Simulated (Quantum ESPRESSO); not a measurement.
# KI (Fm-3m) in Quantum ESPRESSO: a series of runs

The runs below take KI through band structure, single point, equation of state, with r2SCAN, LDA.

Everything below comes from runs of Quantum ESPRESSO 7.5. Logs are shortened: lines on timing, memory, paths and dates and some standing lists are left out, and cuts for length are marked.

**The experiment to reproduce.**

From a printed reference work, monograph, for a bulk crystal of KI: band gap 6.32 eV.

The runs below are set against these values where they give the same quantity.

**1. The crystal as given**

It takes space group Fm-3m (No. 225, cubic). The conventional cell has a = 7.066 Å, b = 7.066 Å, c = 7.066 Å, α = 90.00°, β = 90.00°, γ = 90.00°. I (site symmetry m-3m) has 6 K at 3.53 Å as nearest neighbours. K (site symmetry m-3m) is surrounded by 6 I at 3.53 Å.

**2. Band structure, r2SCAN**

The input, pw.in:

```
&CONTROL
  calculation = 'scf'
  prefix = 'pwscf'
  outdir = './tmp'
  pseudo_dir = './pseudo'
  tprnfor = .true.
  tstress = .true.
  disk_io = 'low'
/
&SYSTEM
  ibrav = 0
  nat = 2
  ntyp = 2
  ecutwfc = 75
  nbnd = 20
  input_dft = 'r2scan'
  occupations = 'smearing'
  smearing = 'fd'
  degauss = 0.00367493
  nosym = .true.
/
&ELECTRONS
  conv_thr = 1d-08
  electron_maxstep = 120
  mixing_beta = 0.5
/
ATOMIC_SPECIES
I    126.9045 I_ONCV_PBE-1.2.upf
K     39.0983 K_ONCV_PBE-1.2.upf
CELL_PARAMETERS angstrom
   0.0000000000    3.5327750000    3.5327750000
   3.5327750000    0.0000000000    3.5327750000
   3.5327750000    3.5327750000    0.0000000000
ATOMIC_POSITIONS crystal
I      0.5000000000    0.5000000000    0.5000000000
K      0.0000000000    0.0000000000    0.0000000000
K_POINTS automatic
5 5 5 0 0 0
```

The input, bands.in:

```
&CONTROL
  calculation = 'bands'
  prefix = 'pwscf'
  outdir = './tmp'
  pseudo_dir = './pseudo'
  disk_io = 'low'
  verbosity = 'high'
/
&SYSTEM
  ibrav = 0
  nat = 2
  ntyp = 2
  ecutwfc = 75
  nbnd = 20
  input_dft = 'r2scan'
  occupations = 'smearing'
  smearing = 'fd'
  degauss = 0.00367493
  nosym = .true.
/
&ELECTRONS
  conv_thr = 1d-08
  electron_maxstep = 120
  mixing_beta = 0.5
  diago_full_acc = .true.
  startingwfc = 'random'
/
ATOMIC_SPECIES
I    126.9045 I_ONCV_PBE-1.2.upf
K     39.0983 K_ONCV_PBE-1.2.upf
CELL_PARAMETERS angstrom
   0.0000000000    3.5327750000    3.5327750000
   3.5327750000    0.0000000000    3.5327750000
   3.5327750000    3.5327750000    0.0000000000
ATOMIC_POSITIONS crystal
I      0.5000000000    0.5000000000    0.5000000000
K      0.0000000000    0.0000000000    0.0000000000
K_POINTS crystal
60
 0.0000000000  0.0000000000  0.0000000000 1
 0.0625000000  0.0000000000  0.0625000000 1
 0.1250000000  0.0000000000  0.1250000000 1
 0.1875000000  0.0000000000  0.1875000000 1
 0.2500000000  0.0000000000  0.2500000000 1
 0.3125000000  0.0000000000  0.3125000000 1
 0.3750000000  0.0000000000  0.3750000000 1
 0.4375000000  0.0000000000  0.4375000000 1
 0.5000000000  0.0000000000  0.5000000000 1
 0.5000000000  0.0625000000  0.5625000000 1
 0.5000000000  0.1250000000  0.6250000000 1
 0.5000000000  0.1875000000  0.6875000000 1
 0.5000000000  0.2500000000  0.7500000000 1
 0.4375000000  0.3125000000  0.7500000000 1
 0.3750000000  0.3750000000  0.7500000000 1
 0.3375000000  0.3375000000  0.6750000000 1
 0.3000000000  0.3000000000  0.6000000000 1
 0.2625000000  0.2625000000  0.5250000000 1
 0.2250000000  0.2250000000  0.4500000000 1
 0.1875000000  0.1875000000  0.3750000000 1
 0.1500000000  0.1500000000  0.3000000000 1
 0.1125000000  0.1125000000  0.2250000000 1
 0.0750000000  0.0750000000  0.1500000000 1
 0.0375000000  0.0375000000  0.0750000000 1
 0.0000000000  0.0000000000  0.0000000000 1
 0.0625000000  0.0625000000  0.0625000000 1
 0.1250000000  0.1250000000  0.1250000000 1
 0.1875000000  0.1875000000  0.1875000000 1
 0.2500000000  0.2500000000  0.2500000000 1
 0.3125000000  0.3125000000  0.3125000000 1
 0.3750000000  0.3750000000  0.3750000000 1
 0.4375000000  0.4375000000  0.4375000000 1
 0.5000000000  0.5000000000  0.5000000000 1
 0.5250000000  0.4500000000  0.5250000000 1
 0.5500000000  0.4000000000  0.5500000000 1
 0.5750000000  0.3500000000  0.5750000000 1
 0.6000000000  0.3000000000  0.6000000000 1
 0.6250000000  0.2500000000  0.6250000000 1
 0.5833333333  0.2500000000  0.6666666667 1
 0.5416666667  0.2500000000  0.7083333333 1
 0.5000000000  0.2500000000  0.7500000000 1
 0.5000000000  0.2857142857  0.7142857143 1
 0.5000000000  0.3214285714  0.6785714286 1
 0.5000000000  0.3571428571  0.6428571429 1
 0.5000000000  0.3928571429  0.6071428571 1
 0.5000000000  0.4285714286  0.5714285714 1
 0.5000000000  0.4642857143  0.5357142857 1
 0.5000000000  0.5000000000  0.5000000000 1
 0.4821428571  0.4821428571  0.5357142857 1
 0.4642857143  0.4642857143  0.5714285714 1
 0.4464285714  0.4464285714  0.6071428571 1
 0.4285714286  0.4285714286  0.6428571429 1
 0.4107142857  0.4107142857  0.6785714286 1
 0.3928571429  0.3928571429  0.7142857143 1
 0.3750000000  0.3750000000  0.7500000000 1
 0.6250000000  0.2500000000  0.6250000000 1
 0.5937500000  0.1875000000  0.5937500000 1
 0.5625000000  0.1250000000  0.5625000000 1
 0.5312500000  0.0625000000  0.5312500000 1
 0.5000000000  0.0000000000  0.5000000000 1
```

Potentials or basis: SG15 PBE 1.2.

The run is started by

```console
$ OMP_NUM_THREADS=1 mpirun -n 4 pw.x -nk 2 -in pw.in > pw.out
$ OMP_NUM_THREADS=1 mpirun -n 4 pw.x -nk 4 -in bands.in > bands.out
```

pw.out:

```text
This program is part of the open-source Quantum ESPRESSO suite
     for quantum simulation of materials; please cite
         "P. Giannozzi et al., J. Phys.:Condens. Matter 21 395502 (2009);
         "P. Giannozzi et al., J. Phys.:Condens. Matter 29 465901 (2017);
         "P. Giannozzi et al., J. Chem. Phys. 152 154105 (2020);
     in publications or presentations arising from this work. More details at

     IMPORTANT: XC functional enforced from input :
     Exchange-correlation= R2SCAN
                           (   0   0   0   0   0 497 498)
     Any further DFT definition will be discarded
     Please, verify this is what you really want

     K-points division:     npool     =       2
     Subspace diagonalization in iterative solution of the eigenvalue problem:
     a serial algorithm will be used

     --------------------
     sticks:   dense  smooth     PW     G-vecs:    dense   smooth      PW
     Min         914     914    258                25956    25956    3994
     Max         917     917    259                25957    25957    3997
     Sum        1831    1831    517                51913    51913    7991

     Using Slab Decomposition

     bravais-lattice index     =            0
     lattice parameter (alat)  =       9.4413  a.u.
     unit-cell volume          =     595.0789 (a.u.)^3
     number of atoms/cell      =            2
     number of atomic types    =            2
     number of electrons       =        26.00
     number of Kohn-Sham states=           20
     kinetic-energy cutoff     =      75.0000  Ry
     charge density cutoff     =     300.0000  Ry
     scf convergence threshold =      1.0E-08
     mixing beta               =       0.5000
     number of iterations used =            8  plain     mixing
     Exchange-correlation= R2SCAN
                           (   0   0   0   0   0 497 498)

     celldm(1)=   9.441258  celldm(2)=   0.000000  celldm(3)=   0.000000
     celldm(4)=   0.000000  celldm(5)=   0.000000  celldm(6)=   0.000000

     crystal axes: (cart. coord. in units of alat)
               a(1) = (   0.000000   0.707107   0.707107 )
               a(2) = (   0.707107   0.000000   0.707107 )
               a(3) = (   0.707107   0.707107   0.000000 )

     reciprocal axes: (cart. coord. in units 2 pi/alat)
               b(1) = ( -0.707107  0.707107  0.707107 )
               b(2) = (  0.707107 -0.707107  0.707107 )
               b(3) = (  0.707107  0.707107 -0.707107 )

     PseudoPot. # 1 for I  read from file:
     I_ONCV_PBE-1.2.upf
     Pseudo is Norm-conserving, Zval = 17.0
     Generated using ONCVPSP code by D. R. Hamann
     Using radial grid of  602 points,  6 beta functions with:
                l(1) =   0
                l(2) =   0
                l(3) =   1
                l(4) =   1
                l(5) =   2
                l(6) =   2

     PseudoPot. # 2 for K  read from file:
     K_ONCV_PBE-1.2.upf
     Pseudo is Norm-conserving, Zval =  9.0
     Generated using ONCVPSP code by D. R. Hamann
     Using radial grid of  602 points,  6 beta functions with:
                l(1) =   0
                l(2) =   0
                l(3) =   1
                l(4) =   1
                l(5) =   2
                l(6) =   2

     atomic species   valence    mass     pseudopotential
     I                17.00   126.90450     I ( 1.00)
     K                 9.00    39.09830     K ( 1.00)

     No symmetry found

   Cartesian axes

     site n.     atom                  positions (alat units)
         1        I      tau(   1) = (   0.7071068   0.7071068   0.7071068  )
         2        K      tau(   2) = (   0.0000000   0.0000000   0.0000000  )

     number of k points=    63  Fermi-Dirac smearing, width (Ry)=  0.0037
                       cart. coord. in units 2pi/alat
        k(    1) = (   0.0000000   0.0000000   0.0000000), wk =   0.0160000
        k(    2) = (   0.1414214   0.1414214  -0.1414214), wk =   0.0320000
        k(    3) = (   0.2828427   0.2828427  -0.2828427), wk =   0.0320000
        k(    4) = (   0.1414214  -0.1414214   0.1414214), wk =   0.0320000
        k(    5) = (   0.2828427  -0.0000000   0.0000000), wk =   0.0320000
        k(    6) = (   0.4242641   0.1414214  -0.1414214), wk =   0.0320000
[... 55 lines left out ...]
        k(   62) = (  -0.7071068   0.1414214   0.4242641), wk =   0.0320000
        k(   63) = (  -0.5656854   0.2828427   0.2828427), wk =   0.0320000

     Dense  grid:    51913 G-vectors     FFT dimensions: (  54,  54,  54)

     WARNING: libxc functional with ID  497 depends
      on external parameters: check the user_guide of
      QE if you need to modify them or to check their
      default values.

     WARNING: libxc functional with ID  498 depends
      on external parameters: check the user_guide of
      QE if you need to modify them or to check their
      default values.

     Initial potential from superposition of free atoms

     starting charge      25.7107, renormalised to      26.0000
     Starting wfcs are random

     Self-consistent Calculation

     iteration #  1     ecut=    75.00 Ry     beta= 0.50
     Davidson diagonalization with overlap
     ethr =  1.00E-02,  avg # of iterations =  8.7

     total energy              =    -255.01367971 Ry
     estimated scf accuracy    <      35.89211829 Ry

     iteration #  2     ecut=    75.00 Ry     beta= 0.50
     Davidson diagonalization with overlap
     ethr =  1.00E-02,  avg # of iterations =  1.0
[... 43 lines left out ...]
     total energy              =    -255.10407685 Ry
     estimated scf accuracy    <       0.00000004 Ry

     iteration #  9     ecut=    75.00 Ry     beta= 0.50
     Davidson diagonalization with overlap
     ethr =  1.48E-10,  avg # of iterations =  1.7

     End of self-consistent calculation

          k = 0.0000 0.0000 0.0000 (  6423 PWs)   bands (ev):

   -39.5790 -39.5790 -39.5726 -39.5726 -39.5726 -27.3834  -9.9489  -9.9489
    -9.9489  -8.6789   2.3290   2.3290   2.3290   6.9020   9.6158   9.6158
     9.6158  10.5202  10.5202  12.7531

          k = 0.1414 0.1414-0.1414 (  6507 PWs)   bands (ev):

   -39.5790 -39.5790 -39.5726 -39.5726 -39.5726 -27.3828 -10.0129  -9.9495
    -9.9495  -8.5718   1.8058   2.2124   2.2124   7.7183   9.4866  10.0458
    10.0458  10.9728  10.9728  13.9454

          k = 0.2828 0.2828-0.2828 (  6511 PWs)   bands (ev):

   -39.5790 -39.5790 -39.5726 -39.5726 -39.5726 -27.3817 -10.1007  -9.9504
    -9.9504  -8.4115   1.1552   2.0377   2.0377   8.4066  10.4248  11.0255
    11.0255  11.9180  11.9180  12.7058

          k = 0.1414-0.1414 0.1414 (  6507 PWs)   bands (ev):

   -39.5790 -39.5790 -39.5726 -39.5726 -39.5726 -27.3828 -10.0129  -9.9495
    -9.9495  -8.5718   1.8058   2.2124   2.2124   7.7183   9.4866  10.0458
    10.0458  10.9728  10.9728  13.9452

          k = 0.2828-0.0000 0.0000 (  6515 PWs)   bands (ev):

   -39.5790 -39.5790 -39.5726 -39.5726 -39.5726 -27.3825 -10.0037  -9.9550
    -9.9550  -8.5679   1.7418   2.1870   2.1871   7.9165   8.7917  10.5702
    10.5702  10.7961  11.2142  13.9202

          k = 0.4243 0.1414-0.1414 (  6536 PWs)   bands (ev):

   -39.5790 -39.5790 -39.5726 -39.5726 -39.5726 -27.3816 -10.0504  -9.9583
    -9.9575  -8.4744   1.3678   1.9595   2.0461   8.5646   9.2195  10.8862
    11.2012  11.6669  11.8756  13.3146

          k =-0.1414-0.4243 0.4243 (  6528 PWs)   bands (ev):

   -39.5790 -39.5790 -39.5726 -39.5726 -39.5726 -27.3812 -10.0761  -9.9655
    -9.9535  -8.4217   1.2407   1.8113   1.9850   8.9365  10.0566  10.6437
    11.4694  11.6851  12.2099  13.2164
[... 43 lines left out ...]
          k =-0.0000 0.2828 0.0000 (  6515 PWs)   bands (ev):

   -39.5790 -39.5790 -39.5726 -39.5726 -39.5726 -27.3825 -10.0037  -9.9550
    -9.9550  -8.5679   1.7418   2.1870   2.1871   7.9165   8.7918  10.5702
    10.5702  10.7961  11.2142  13.9201

          k = 0.1414 0.4243-0.1414 (  6536 PWs)   bands (ev):

   -39.5790 -39.5790 -39.5726 -39.5726 -39.5726 -27.3816 -10.0504  -9.9583
    -9.9575  -8.4744   1.3678   1.9595   2.0461   8.5646   9.2195  10.8862
    11.2012  11.6669  11.8756  13.3146

          k =-0.4243-0.1414 0.4243 (  6528 PWs)   bands (ev):

   -39.5790 -39.5790 -39.5726 -39.5726 -39.5726 -27.3812 -10.0761  -9.9655
    -9.9535  -8.4217   1.2407   1.8113   1.9850   8.9365  10.0566  10.6437
    11.4694  11.6851  12.2099  13.2168
[... 103 lines left out ...]
          k =-0.1414 0.4243-0.1414 (  6536 PWs)   bands (ev):

   -39.5790 -39.5790 -39.5726 -39.5726 -39.5726 -27.3816 -10.0504  -9.9583
    -9.9575  -8.4744   1.3678   1.9595   2.0461   8.5646   9.2195  10.8862
    11.2012  11.6669  11.8756  13.3151

          k = 0.0000 0.5657-0.2828 (  6543 PWs)   bands (ev):

   -39.5790 -39.5790 -39.5726 -39.5726 -39.5725 -27.3810 -10.0303  -9.9736
    -9.9660  -8.4655   1.4295   1.7548   1.8776   9.0231   9.7107  10.0284
    11.6685  11.9967  12.3929  13.3544

          k =-0.5657-0.0000 0.2828 (  6543 PWs)   bands (ev):

   -39.5790 -39.5790 -39.5726 -39.5726 -39.5725 -27.3810 -10.0303  -9.9736
    -9.9660  -8.4655   1.4295   1.7548   1.8776   9.0231   9.7107  10.0284
    11.6686  11.9968  12.3929  13.3544
[... 151 lines left out ...]
          k =-0.5657 0.2828 0.2828 (  6528 PWs)   bands (ev):

   -39.5790 -39.5790 -39.5726 -39.5726 -39.5726 -27.3812 -10.0761  -9.9655
    -9.9535  -8.4217   1.2407   1.8113   1.9850   8.9365  10.0566  10.6437
    11.4694  11.6851  12.2099  13.2164

     the Fermi energy is     4.2221 ev

!    total energy              =    -255.10407686 Ry
     estimated scf accuracy    <          3.0E-10 Ry
     smearing contrib. (-TS)   =       0.00000000 Ry
     internal energy E=F+TS    =    -255.10407686 Ry

     The total energy is F=E-TS. E is the sum of the following terms:
     one-electron contribution =    -150.66701532 Ry
     hartree contribution      =      75.44187106 Ry
     xc contribution           =     -27.85195838 Ry
     ewald contribution        =    -152.02697421 Ry

     convergence has been achieved in   9 iterations

     Forces acting on atoms (cartesian axes, Ry/au):

     atom    1 type  1   force =    -0.00000232    0.00000113    0.00000124
     atom    2 type  2   force =     0.00000232   -0.00000113   -0.00000124

     Total force =     0.000004     Total SCF correction =     0.000013
     SCF correction compared to forces is large: reduce conv_thr to get better values

     Computing stress (Cartesian axis) and pressure

          total   stress  (Ry/bohr**3)                   (kbar)     P=       -1.29
  -0.00000876  -0.00000000   0.00000000           -1.29       -0.00        0.00
  -0.00000000  -0.00000876  -0.00000000           -0.00       -1.29       -0.00
   0.00000000  -0.00000000  -0.00000877            0.00       -0.00       -1.29

=------------------------------------------------------------------------------=
   JOB DONE.
=------------------------------------------------------------------------------=
```

Run time: 2.2 min. Hardware: 4 MPI ranks of Intel Xeon 6975P-C (Granite Rapids), shared host; peak memory 0.44 GiB.

What came out:

```yaml
Free_energy: -3470.8678 eV
Pressure: -0.1 GPa
Band_gap_on_the_k_mesh: 4.57 eV, direct
Band_gap_along_the_path: 4.57 eV, direct
```

Levels at the corners of the path, in eV from the valence-band top:
| point | band 9 | band 10 | band 11 | band 12 | band 13 | band 14 | band 15 | band 16 | band 17 | band 18 |
| --- | --- | --- | --- | --- | --- | --- | --- | --- | --- | --- |
| Γ | -12.28 | -11.01 | 0.00 | 0.00 | 0.00 | 4.57 | 7.29 | 7.29 | 7.29 | 8.19 |
| X | -12.30 | -10.87 | -0.98 | -0.36 | -0.36 | 5.58 | 6.62 | 9.14 | 9.42 | 9.68 |
| W | -12.31 | -10.80 | -0.71 | -0.71 | -0.57 | 7.13 | 7.13 | 7.55 | 9.03 | 9.87 |
| K | -12.29 | -10.80 | -0.83 | -0.72 | -0.37 | 6.28 | 7.51 | 8.28 | 9.17 | 9.55 |
| Γ | -12.28 | -11.01 | 0.00 | 0.00 | 0.00 | 4.57 | 7.29 | 7.29 | 7.29 | 8.19 |
| L | -12.28 | -10.71 | -1.27 | -0.32 | -0.32 | 6.13 | 8.38 | 9.04 | 9.04 | 9.60 |
| U | -12.29 | -10.80 | -0.83 | -0.72 | -0.37 | 6.28 | 7.51 | 8.28 | 9.17 | 9.55 |
| W | -12.31 | -10.80 | -0.71 | -0.71 | -0.57 | 7.13 | 7.13 | 7.55 | 9.03 | 9.87 |
| L | -12.28 | -10.71 | -1.27 | -0.32 | -0.32 | 6.13 | 8.38 | 9.04 | 9.04 | 9.60 |
| K | -12.29 | -10.80 | -0.83 | -0.72 | -0.37 | 6.28 | 7.51 | 8.28 | 9.17 | 9.55 |
| U | -12.29 | -10.80 | -0.83 | -0.72 | -0.37 | 6.28 | 7.51 | 8.28 | 9.17 | 9.55 |
| X | -12.30 | -10.87 | -0.98 | -0.36 | -0.36 | 5.58 | 6.62 | 9.14 | 9.42 | 9.68 |

Caveat: the potentials were made for another functional, which shifts forces and pressure; spin-orbit coupling is left out, which moves the levels of the heavy elements.

(Continued in part 2 of 2.)
